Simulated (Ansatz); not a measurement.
# H2Se: the cost of one run

Program: Ansatz 0.2.0. Level of theory: DFT PBE, scalar-relativistic, plane waves, PAW. These are calculated values, not measurements.

### Step 1. The system as given

Symmetry: Cmcm, No. 63, orthorhombic system. Conventional cell: a = 8.854 Å, b = 5.021 Å, c = 4.889 Å, α = 90.00°, β = 90.00°, γ = 90.00°. Around H (site symmetry m) lie 5 H at 2.84 to 3.01 Å and 5 Se at 2.89 to 2.93 Å. Around Se (site symmetry m2m) lie 10 H at 2.89 to 2.93 Å and 2 Se at 3.29 Å.

Structure file:

```
H Se
1.0
     4.42693   -2.51044    0.00000
     4.42693    2.51044    0.00000
     0.00000    0.00000    4.88935
H Se
4 2
Direct
  0.89000 0.45000 0.25000
  0.55000 0.11000 0.25000
  0.45000 0.89000 0.75000
  0.11000 0.55000 0.75000
  0.78000 0.22000 0.75000
  0.22000 0.78000 0.25000
```

(A quick probe on a coarse mesh, which set the mesh and smearing, is not shown.)

### Step 3. Coarse relaxation

input.yaml reads:

```yaml
crystal:
  lattice:
    - [4.4269309966, -2.510438351, 0.0]
    - [4.4269309966, 2.510438351, 0.0]
    - [0.0, 0.0, 4.889352697]
  atoms:
    - { symbol: H, position: [0.89, 0.45, 0.25] }
    - { symbol: H, position: [0.55, 0.11, 0.25] }
    - { symbol: H, position: [0.45, 0.89, 0.75] }
    - { symbol: H, position: [0.11, 0.55, 0.75] }
    - { symbol: Se, position: [0.78, 0.22, 0.75] }
    - { symbol: Se, position: [0.22, 0.78, 0.25] }
basis:
  ecutwfc: 420
kpoints:
  mp_grid: { grid: [4, 4, 4] }
hamiltonian:
  xc: pbe
scf:
  occupations: { method: gaussian, width: 0.1 }
  lower_state_search: "off"
output:
  forces: true
  stress: true
  eigenvalues: true
relax:
  adjacent_minimum: "off"
  f_tol: 0.04
  max_steps: 70
  cell: { stress_tol: 0.4 }
```

Launch:

```bash
$ ansatz run input.yaml --threads 1 --pin off --max-ram 2560MiB --backend cpu --events-out ev --progress --plain --runs-dir out
```

What time and memory should one allow on 1 thread of Intel Xeon 6975P-C (Granite Rapids), shared host?

About 55 s, with a peak of 0.43 GiB.
